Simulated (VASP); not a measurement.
# ZnO (zincite) (P6_3mc) in VASP: a series of runs, part 2 of 2

VASP 6.6.1.

### Step 4. Dielectric tensor, PBE

File INCAR:

```
SYSTEM = ZnO
PREC     = Accurate       ! precision mode
ENCUT    = 400            ! plane-wave cutoff, eV
EDIFF    = 1E-7           ! SCF threshold, eV
ISMEAR   = 0              ! smearing method
SIGMA    = 0.01           ! smearing width, eV
LREAL    = .FALSE.        ! projectors in reciprocal space
LASPH    = .TRUE.         ! aspherical terms in the spheres
NELM     = 100            ! most SCF steps
ALGO     = Normal         ! electronic algorithm
ISIF     = 2              ! what is computed and relaxed
LWAVE    = .FALSE.        ! write WAVECAR
LCHARG   = .FALSE.        ! write CHGCAR
GGA      = PE             ! functional
LEPSILON = .TRUE.         ! dielectric tensor by DFPT
```

File KPOINTS:

```
Automatic mesh
0
G
  7 7 4
  0 0 0
```

File POSCAR:

```
ZnO
1.0
    3.2493080000      0.0000000000      0.0000000000
   -1.6246540000      2.8139832727      0.0000000000
    0.0000000000      0.0000000000      5.2057090000
Zn O
2 2
Direct
    0.6666666667      0.3333333333      0.0000000000
    0.3333333333      0.6666666667      0.5000000000
    0.3333333333      0.6666666667      0.8790100000
    0.6666666667      0.3333333333      0.3790100000
```

Potentials or basis: VASP PAW PBE potentials, release 64 (Zn, O).

Launch:

```
$ cat potpaw_PBE.64/Zn/POTCAR potpaw_PBE.64/O/POTCAR > POTCAR
$ mpirun -np 1 vasp_std > vasp.out
```

OUTCAR:

```text
SYSTEM = ZnO
   PREC = Accurate
   ENCUT = 400
   EDIFF = 1E-7
   ISMEAR = 0
   LREAL = .FALSE.
   LASPH = .TRUE.
   NELM = 100
   ISIF = 2
   GGA = PE
   LEPSILON = .TRUE.

 Found     24 irreducible k-points:

 Following reciprocal coordinates:
            Coordinates               Weight
  0.000000  0.000000  0.000000      1.000000
  0.142857  0.000000  0.000000      6.000000
  0.285714  0.000000  0.000000      6.000000
  0.428571 -0.000000  0.000000      6.000000
  0.142857  0.142857  0.000000      6.000000
  0.285714  0.142857  0.000000     12.000000
   k-points           NKPTS =     24   k-points in BZ     NKDIM =     24   number of bands    NBANDS=     22
   number of dos      NEDOS =    301   number of ions     NIONS =      4
   total plane-waves  NPLWV =  20736
   dimension x,y,z NGX =    24 NGY =   24 NGZ =   36
   dimension x,y,z NGXF=    48 NGYF=   48 NGZF=   72
   ions per type =               2   2
   NGX,Y,Z   is equivalent  to a cutoff of  12.28, 12.28, 11.50 a.u.
   NGXF,Y,Z  is equivalent  to a cutoff of  24.56, 24.56, 22.99 a.u.
 SYSTEM =  ZnO
   PREC   = accura    normal or accurate (medium, high low for compatibility)
   ISTART =      0    job   : 0-new  1-cont  2-samecut
   ICHARG =      2    charge: 1-file 2-atom 10-const
[... 271 lines left out ...]
------------------------ aborting loop because EDIFF is reached ----------------------------------------

 PIEZOELECTRIC TENSOR FIELD DIRECTION 3  (e Angst)
 -----------------------------------------------------------------------------
     1.16601  0.00000 -0.00000           (  0.04534  0.00000 -0.00000)
     0.00000  1.16601  0.00000           (  0.00000  0.04534 -0.00000)
    -0.00000 -0.00000 -2.35999           ( -0.00000 -0.00000 -0.12011)

 PIEZOELECTRIC TENSOR FIELD DIRECTION 3  (C/m^2)
 -----------------------------------------------------------------------------
     0.39248  0.00000 -0.00000
     0.00000  0.39248  0.00000
    -0.00000 -0.00000 -0.79438

 MACROSCOPIC STATIC DIELECTRIC TENSOR (including local field effects in DFT)
 ------------------------------------------------------
           7.127135     0.000000     0.000000
           0.000000     7.127135     0.000000
           0.000000     0.000000     6.799559
 ------------------------------------------------------

 PIEZOELECTRIC TENSOR (including local field effects)  for field in x, y, z        (e  Angst)
          XX          YY          ZZ          XY          YZ          ZX
  --------------------------------------------------------------------------------
  x    -0.00000    -0.00000     0.00000     0.00000     0.00000     1.24051
  y     0.00000     0.00000     0.00000     0.00000     1.24051     0.00000
  z     1.16601     1.16601    -2.35999     0.00000     0.00000     0.00000

 PIEZOELECTRIC TENSOR (including local field effects)  for field in x, y, z        (C/m^2)
          XX          YY          ZZ          XY          YZ          ZX
  --------------------------------------------------------------------------------
  x    -0.00000    -0.00000     0.00000     0.00000     0.00000     0.41756
  y     0.00000     0.00000     0.00000     0.00000     0.41756     0.00000
  z     0.39248     0.39248    -0.79438     0.00000     0.00000     0.00000

 BORN EFFECTIVE CHARGES (including local field effects) (in |e|, cummulative output)
 ---------------------------------------------------------------------------------
 ion    1
    1     2.17584     0.00000     0.00000
    2     0.00000     2.17584     0.00000
    3     0.00000    -0.00000     2.21270
 ion    2
    1     2.17584     0.00000     0.00000
    2     0.00000     2.17584     0.00000
    3    -0.00000     0.00000     2.21270
 ion    3
    1    -2.17584     0.00000     0.00000
    2     0.00000    -2.17584     0.00000
    3     0.00000     0.00000    -2.21270
 ion    4
    1    -2.17584     0.00000     0.00000
    2     0.00000    -2.17584     0.00000
    3     0.00000     0.00000    -2.21270
```

OSZICAR:

```text
N       E                     dE             d eps       ncg     rms          rms(c)
DAV:   1     0.260113294361E+03    0.26011E+03   -0.16322E+04  1064   0.204E+03
DAV:   2     0.524482923402E+01   -0.25487E+03   -0.24557E+03  1140   0.397E+02
DAV:   3    -0.205946073781E+02   -0.25839E+02   -0.25667E+02  1236   0.141E+02
[... 11 lines left out ...]
RMM:   5    -0.796241951211E+00   -0.20880E-02   -0.17288E-04  1588   0.106E-01    0.226E-02
RMM:   6    -0.797534645661E+00   -0.12927E-02   -0.38045E-05  1774   0.474E-02    0.813E-03
RMM:   7    -0.797751767582E+00   -0.21712E-03   -0.21118E-06  1714   0.105E-02    0.145E-03
RMM:   8    -0.797834739375E+00   -0.82972E-04   -0.11459E-07  1773   0.311E-03    0.376E-04
RMM:   9    -0.797835546938E+00   -0.80756E-06   -0.44032E-08  1540   0.762E-04    0.127E-04
RMM:  10    -0.797839033535E+00   -0.34866E-05   -0.98496E-08  1156   0.328E-04    0.252E-05
RMM:  11    -0.797838777560E+00    0.25597E-06   -0.25871E-09   574   0.132E-04    0.943E-06
```

It took 81 s on 1 thread of Intel Xeon 6975P-C (Granite Rapids), shared host; peak memory 0.23 GiB.

The run converged, but some of its settings lie outside the range that counts as converged, so its numbers aren't taken as properties of the crystal.

What came out:

```yaml
Band_gap_on_the_k_mesh: 0.79 eV, direct
Electronic_dielectric_tensor_diagonal: 7.13, 7.13, 6.80
Born_charges_mean_of_the_diagonal: Zn +2.19; O -2.19 e
```

Caveat: the cutoff is under 1.25 times the usual one of these potentials, so pressure, stress and relaxed cells hold a basis-set (Pulay) error.

### Step 5. Dielectric tensor, PBE

Edit INCAR of step 4 so:

```diff
@@ -3,6 +3,6 @@
 ENCUT    = 400            ! plane-wave cutoff, eV
-EDIFF    = 1E-7           ! SCF threshold, eV
+EDIFF    = 1E-8           ! SCF threshold, eV
 ISMEAR   = 0              ! smearing method
 SIGMA    = 0.01           ! smearing width, eV
-LREAL    = .FALSE.        ! projectors in reciprocal space
+LREAL    = Auto         
 LASPH    = .TRUE.         ! aspherical terms in the spheres
```

KPOINTS is that of step 4.

POSCAR is that of step 4.

Potentials or basis: VASP PAW PBE potentials, release 64 (Zn, O).

Launch:

```
$ cat potpaw_PBE.64/Zn/POTCAR potpaw_PBE.64/O/POTCAR > POTCAR
$ mpirun -np 1 vasp_std > vasp.out
```

OUTCAR:

```text
SYSTEM = ZnO
   PREC = Accurate
   ENCUT = 400
   EDIFF = 1E-8
   ISMEAR = 0
   LREAL = Auto
   LASPH = .TRUE.
   NELM = 100
   ISIF = 2
   GGA = PE
   LEPSILON = .TRUE.

 Found     24 irreducible k-points:

 Following reciprocal coordinates:
            Coordinates               Weight
  0.000000  0.000000  0.000000      1.000000
  0.142857  0.000000  0.000000      6.000000
  0.285714  0.000000  0.000000      6.000000
  0.428571 -0.000000  0.000000      6.000000
  0.142857  0.142857  0.000000      6.000000
  0.285714  0.142857  0.000000     12.000000
   k-points           NKPTS =     24   k-points in BZ     NKDIM =     24   number of bands    NBANDS=     22
   number of dos      NEDOS =    301   number of ions     NIONS =      4
   total plane-waves  NPLWV =  20736
   dimension x,y,z NGX =    24 NGY =   24 NGZ =   36
   dimension x,y,z NGXF=    48 NGYF=   48 NGZF=   72
   ions per type =               2   2
   NGX,Y,Z   is equivalent  to a cutoff of  12.28, 12.28, 11.50 a.u.
   NGXF,Y,Z  is equivalent  to a cutoff of  24.56, 24.56, 22.99 a.u.
 SYSTEM =  ZnO
   PREC   = accura    normal or accurate (medium, high low for compatibility)
   ISTART =      0    job   : 0-new  1-cont  2-samecut
   ICHARG =      2    charge: 1-file 2-atom 10-const
   ISPIN  =      1    spin polarized calculation?
[... 271 lines left out ...]

 PIEZOELECTRIC TENSOR FIELD DIRECTION 3  (e Angst)
 -----------------------------------------------------------------------------
     1.16606  0.00000 -0.00000           (  0.04529  0.00000 -0.00000)
     0.00000  1.16606  0.00000           (  0.00000  0.04529  0.00000)
    -0.00000  0.00000 -2.36003           ( -0.00000  0.00000 -0.12008)

 PIEZOELECTRIC TENSOR FIELD DIRECTION 3  (C/m^2)
 -----------------------------------------------------------------------------
     0.39250  0.00000 -0.00000
     0.00000  0.39250  0.00000
    -0.00000  0.00000 -0.79439

 MACROSCOPIC STATIC DIELECTRIC TENSOR (including local field effects in DFT)
 ------------------------------------------------------
           7.126142    -0.000000    -0.000000
           0.000000     7.126142     0.000000
           0.000000     0.000000     6.798832
 ------------------------------------------------------

 PIEZOELECTRIC TENSOR (including local field effects)  for field in x, y, z        (e  Angst)
          XX          YY          ZZ          XY          YZ          ZX
  --------------------------------------------------------------------------------
  x     0.00000     0.00000     0.00000     0.00000     0.00000     1.24143
  y     0.00000    -0.00000     0.00000     0.00000     1.24143     0.00000
  z     1.16606     1.16606    -2.36003     0.00000     0.00000     0.00000

 PIEZOELECTRIC TENSOR (including local field effects)  for field in x, y, z        (C/m^2)
          XX          YY          ZZ          XY          YZ          ZX
  --------------------------------------------------------------------------------
  x     0.00000     0.00000     0.00000     0.00000     0.00000     0.41787
  y     0.00000    -0.00000     0.00000     0.00000     0.41787     0.00000
  z     0.39250     0.39250    -0.79439     0.00000     0.00000     0.00000

 BORN EFFECTIVE CHARGES (including local field effects) (in |e|, cummulative output)
 ---------------------------------------------------------------------------------
 ion    1
    1     2.17584     0.00000     0.00000
    2     0.00000     2.17584     0.00000
    3     0.00000     0.00000     2.21269
 ion    2
    1     2.17584     0.00000     0.00000
    2    -0.00000     2.17584     0.00000
    3     0.00000     0.00000     2.21269
 ion    3
    1    -2.17584     0.00000     0.00000
    2     0.00000    -2.17584     0.00000
    3     0.00000     0.00000    -2.21269
 ion    4
    1    -2.17584     0.00000     0.00000
    2     0.00000    -2.17584     0.00000
    3     0.00000    -0.00000    -2.21269
```

Wall time 2.8 min (1 thread of Intel Xeon 6975P-C (Granite Rapids), shared host); peak memory 0.22 GiB.

The run converged, but some of its settings lie outside the range that counts as converged, so its numbers aren't taken as properties of the crystal.

What came out:

```yaml
Band_gap_on_the_k_mesh: 0.79 eV, direct
Electronic_dielectric_tensor_diagonal: 7.13, 7.13, 6.80
Born_charges_mean_of_the_diagonal: Zn +2.19; O -2.19 e
```

Caveat: the cutoff is under 1.25 times the usual one of these potentials, so pressure, stress and relaxed cells hold a basis-set (Pulay) error.

### Step 6. For comparison

An earlier run on the cell as given: functional PBE; potentials or basis VASP PAW PBE potentials, release 64 (Zn, O); cutoff 520 eV; k mesh 9 × 9 × 5; occupations fermi-dirac, width 0.05 eV; no spin polarisation.

* Pressure: 6.0 GPa
* Largest force: 0.074 eV/Å
* Band gap on the k mesh: 0.79 eV, direct
